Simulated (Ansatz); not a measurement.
Results of PBEsol in Ansatz (plane waves, PAW) for wurtzite InN.

Settings: plane-wave cutoff 500 eV, 12×8×1 k mesh (along the axes of the cell as run), Fermi–Dirac smearing 0.05 eV, scalar-relativistic PAW data made under PBE.

Question: What does this level give for the surface energy of the (10-10) face and work function of the (10-10) face?

Answer: 
- surface energy of the (10-10) face = 3.06 J/m²
- work function of the (10-10) face = 5.15 eV

The slab of 16 atoms is relaxed and unreconstructed.

Spin–orbit coupling is not included.

The computed numbers hold no vibrational or temperature effects.

It cost around 10 core-minutes (rough) of CPU time.

Ansatz is a program for electronic structure.
